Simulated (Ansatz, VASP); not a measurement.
# ThPb3: VASP beside Ansatz

Wanted: the spread between two codes on one cell, functional and k mesh. The cell is taken from a series of runs on this material, whose earlier steps may have relaxed, scaled, displaced or heated it; both programs get it as it stands.

Calculated with Ansatz 0.2.0; plane waves, with VASP 6.6.1 beside it; zone-centre phonons at PBEsol.

## 1. The starting structure

Symmetry: Pm-3m, No. 221, cubic system. Conventional cell: a = 4.855 Å, b = 4.855 Å, c = 4.855 Å, α = 90.00°, β = 90.00°, γ = 90.00°. Nearest to Th lie 12 Pb at 3.43 Å. Nearest to Pb lie 4 Th at 3.43 Å and 8 Pb at 3.43 Å. Farther neighbours are not listed.

## 2. Ansatz: zone-centre phonons, PBEsol

Ansatz runs on its default PAW (the set named soft_2) files.

Second derivatives magnify differences that forces hide, and they need a tight electronic threshold.

input.yaml

```yaml
crystal:
  lattice:
    - [4.855, 0.0, 0.0]
    - [0.0, 4.855, 0.0]
    - [0.0, 0.0, 4.855]
  atoms:
    - { symbol: Th, position: [0.0, 0.0, 0.0] }
    - { symbol: Pb, position: [0.0, 0.5, 0.5] }
    - { symbol: Pb, position: [0.5, 0.0, 0.5] }
    - { symbol: Pb, position: [0.5, 0.5, 0.0] }
kpoints:
  mp_grid: { grid: [10, 10, 10] }
hamiltonian:
  xc: pbesol
scf:
  occupations: { method: methfessel_paxton, width: 0.2 }
output:
  eigenvalues: true
phonons:
  method: dfpt
```

On the command line:

```bash
ansatz run input.yaml --threads 4 --pin off --max-ram 16384MiB --backend cpu --events-out ev --progress --plain --runs-dir out
```

Numbers of over 12 decimals in the logs are rounded to 6 here.

The log of the run:

```text
zone centre: on kpoints.mp_grid the ground state, and the responses unless they are solved on pairs of k-points, stand on 216 of the mesh's 1000 k-points, reduced under 8 symmetry operations, with k and −k counted as one. Each operation leaves every solved displacement unchanged or reverses it
Engine: ansatz 0.2.0, aarch64-unknown-linux-gnu
Pseudopotentials: kind: paw
Pseudopotential: Th, paw, valence charge 12, recommended cutoff 420 eV (normal), Th.paw.azcp
Pseudopotential: Pb, paw, valence charge 14, recommended cutoff 420 eV (normal), Pb.paw.azcp
Functional definition: PBEsol
  exchange = pbesol_x
  correlation = pbesol_c
Crystal: 4 atoms, lattice volume = 114.437 Å³
Basis set: ecut = 420 eV, 2205 PW (Γ), exchange–correlation on 72×72×72 points (8 copies of the dense FFT grid, shifted against one another)
Bands: 33, of which v1, the nominal top of the filled ones, is band 27 counted from 1 (26 counted from 0)
Symmetry: 48 space group operations
k-points: 216 of 1000 (irreducible under 8 space group operations)
Non-local potential: Th, projectors of the file, l = 0: 3, l = 1: 2, l = 2: 2, l = 3: 3
Non-local potential: Pb, projectors of the file, l = 0: 2, l = 1: 2, l = 2: 2, l = 3: 2
PAW form: soft (Blöchl's): semilocal exchange-correlation on the pseudo side does not see the compensation charge
PAW frozen core: Th, regenerated for the run's functional, and the local potential with it (the file was generated under x = pbe(κ = 0.804, μ = 0.219515), c = pbe(β = 0.066725))
PAW frozen core: Pb, regenerated for the run's functional, and the local potential with it (the file was generated under x = pbe(κ = 0.804, μ = 0.219515), c = pbe(β = 0.066725))
PAW one-centre angular grid: Th, 590 points (default); XC on 64 Gauss nodes
PAW one-centre angular grid: Pb, 590 points (default); XC on 64 Gauss nodes
Initial density: superposition of atomic densities (neutral atoms: chi_scale 0, normalization atom), corrected by the library's trained network
Initial wavefunctions: pseudopotential atomic-orbital guess
Functional: x = pbesol(κ = 0.804, μ = 0.123457), c = pbesol(β = 0.046)
SCF iter   1: F=—  HF=-48322.053208 eV  |F-HF|=—  |Δ(HF+E_count)|=         —  Δρ=5.10e-3  dr2=7.55e-2  ethr=1.77e-3  ⟨swp⟩=5.3  Hψ=27671  notcnv=0
preconditioner: auto → Kerker (q_TF=auto, 2.407 Å⁻¹)  [metal: Δε(μ)=0.035 eV  Ē_g=14.535 eV  σ=0.200 eV  W_gap=0.15  n_scr=26 (ndim 8)  ℏωp=25.0 eV  f_vac=0.000  D(μ)=3.28/eV (n_scr^D=26)]
SCF iter   2: F=—  HF=-48322.043942 eV  |F-HF|=—  |Δ(HF+E_count)|=   9.27e-3  S|Δr|=    0.00e0  Δρ=2.31e-3  dr2=1.37e-2  ethr=1.40e-4  ⟨swp⟩=2.0  Hψ=10912  notcnv=0  defer=67
SCF iter   3: F=—  HF=-48322.041458 eV  |F-HF|=—  |Δ(HF+E_count)|=   2.48e-3  S|Δr|=    0.00e0  Δρ=5.66e-4  dr2=6.64e-4  ethr=2.53e-5  ⟨swp⟩=2.1  Hψ=8820  notcnv=0  defer=67
SCF iter   4: F=—  HF=-48322.041388 eV  |F-HF|=—  |Δ(HF+E_count)|=   7.04e-5  S|Δr|=    0.00e0  Δρ=1.45e-4  dr2=5.56e-5  ethr=1.23e-6  ⟨swp⟩=2.4  Hψ=13179  notcnv=0  defer=67
SCF iter   5: F=—  HF=-48322.041374 eV  |F-HF|=—  |Δ(HF+E_count)|=   1.37e-5  S|Δr|=    0.00e0  Δρ=5.62e-5  dr2=8.63e-6  ethr=1.03e-7  ⟨swp⟩=2.0  Hψ=8988  notcnv=0  defer=67
SCF iter   6: F=—  HF=-48322.041374 eV  |F-HF|=—  |Δ(HF+E_count)|=   1.75e-7  S|Δr|=    0.00e0  Δρ=1.38e-5  dr2=3.24e-7  ethr=1.60e-8  ⟨swp⟩=2.0  Hψ=9266  notcnv=0  defer=67
SCF iter   7: F=—  HF=-48322.041373 eV  |F-HF|=—  |Δ(HF+E_count)|=   1.05e-6  S|Δr|=    0.00e0  Δρ=3.34e-6  dr2=1.58e-8  ethr=6.00e-10  ⟨swp⟩=2.0  Hψ=13111  notcnv=0  defer=69
SCF iter   8: F=—  HF=-48322.041373 eV  |F-HF|=—  |Δ(HF+E_count)|=   1.59e-9  S|Δr|=    0.00e0  Δρ=8.90e-7  dr2=1.39e-9  ethr=2.92e-11  ⟨swp⟩=2.2  Hψ=9536  notcnv=0  defer=69
SCF iter   9: F=—  HF=-48322.041373 eV  |F-HF|=—  |Δ(HF+E_count)|=  8.00e-11  S|Δr|=    0.00e0  Δρ=1.73e-7  dr2=4.35e-11  ethr=2.57e-12  ⟨swp⟩=2.4  Hψ=10909  notcnv=0  defer=69
SCF iter  10: F=-48322.041373 eV  HF=-48322.041373 eV  |F-HF|=1.46e-11  |Δ(HF+E_count)|=    0.00e0  S|Δr|=    0.00e0  Δρ=5.16e-8  dr2=3.13e-12  ethr=1.00e-12  ⟨swp⟩=9.5  Hψ=39857  notcnv=0
SCF 1 converged in 10 iterations: F = -48322.041373 eV  dr2 = 3.13e-12
  greatest PAW one-centre occupation: 0.978 electrons in one spin orbital (limit 2), on the Th atom at site 0 (counted from 0), in its partial waves of l = 0
DFPT response loops at Γ: preconditioner auto → Kerker (q_TF=auto, 2.407 Å⁻¹) (partly filled bands, converged f_vac=0.000); β = 1.00, the filter's whole step (`scf.mixing.beta` (0.50) is not read by the response loops under this deck's `scf.mixing.preconditioner`; to damp them name `kerker` or `kerker_dos`, under which they read `scf.mixing.beta`, and type it under 1.00, their step now; both keys bind the ground state too); Broyden in place of MSR1
SCF converged after 10 iterations
Stability not checked: this state was not tested for a lower state beside it, because cold or Methfessel-Paxton smearing, or corrected tetrahedra, fill the levels in a way that the test cannot read (fill_not_monotonic; see scf.lower_state_search)
Free energy (F): -48322.041373 eV
Harris-Foulkes:  -48322.041373 eV  (|F-HF|=1.46e-11)
Internal energy: -48322.038980 eV  (E = F + TS)
E sigma→0 (E₀):  -48322.040775 eV
Entropy (-TS):   -0.002393 eV (-0.598 meV/atom)
Fermi energy:    13.311459 eV
Step filling:    the computed levels leave a gap of 0.0000 eV = 0.0 smearing widths at the electron count; against every level under it full and every level over it empty, smearing changes F+E_penalty+E_count by -0.962 meV and its σ→0 estimate by -0.364 meV
--- Per-component energies (eV) ---
  E_band       = -43.573542
  E_kinetic    = 1098.782143
  E_local      = -3243.678057  (includes V_loc(G=0)·N_el)
  E_nonlocal   = 1216.863885
  E_hartree    = 1263.311336
  E_xc         = -1042.691161
  E_vxc        = -576.315660  (∫ρ·V_xc dr)
  E_paw        = -42648.291100  (= ΣΔE_a)
  E_vpaw       = -1065.848779  (= ΣTr[D̂ρ^β])
  E_aug_tail   = 0.000141  (compensation charges beyond the density's cutoff)
  E_ewald      = -4966.659845
  E_core_change = 0.323678  (= ΣΔE_core)
  E_smearing   = -0.002393  (= −TS)
  E_closure    = 0.000000  (closes the sum)
  Σ components = -48322.041373   (vs F -48322.041373, Δ=0.00e0)
--- Band table (eV; the first three rows and the last of 216) ---
  k-point 0: bands = [... 23 lower, 10.7550, 10.7550, 13.5504, 13.5504, 13.5504, 14.6049, 14.6049, 14.7094, ... 2 higher]
  k-point 1: bands = [... 23 lower, 10.7518, 10.8584, 13.0912, 13.3863, 13.3863, 14.6577, 14.7129, 14.8336, ... 2 higher]
  k-point 2: bands = [... 23 lower, 10.7287, 11.1595, 12.3524, 13.1415, 13.1415, 14.7090, 14.7226, 14.9040, ... 2 higher]
  k-point 215: bands = [... 23 lower, 10.6314, 10.6314, 10.6314, 14.6691, 14.6691, 14.6691, 14.7648, 14.8929, ... 2 higher]
--- Phonons (Γ-DFPT): 3 representative perturbations + reference, on 216 of 1000 k-points (Σ response iterations 9) ---
  k mesh reduced under 8 symmetry operations, with k and −k counted as one. Each operation leaves every solved displacement unchanged or reverses it
  ASR residual: 9.582e-5 → 0.000e0 eV/Å²; symmetrization residual: 2.863e-5 eV/Å²
  ASR residual per site (eV/Å²): 8.38e-5 9.58e-5 9.58e-5 9.58e-5
  Γ frequencies (cm⁻¹): 0.00 0.00 0.00 70.07 70.07 70.07 75.56 75.56 75.56 107.10 107.10 107.10
  non-analytic LO–TO correction: not included (Born effective charges unavailable; polar crystals: no LO–TO splitting at Γ)
```

(Continued in part 2 of 2.)

[Lines on the potential files, build, host, timing and source positions are cut from VASP's logs without a mark.]

[Logs are printed without paths, hosts, clocks, repeated set-up lines and the standing remarks that a program may print on its own settings, such as how far it seeks lower states.]

[Hosts, paths, dates, database ids (printed as entryN), source tags and the programs' standing remarks are cut or masked in the printed files.]
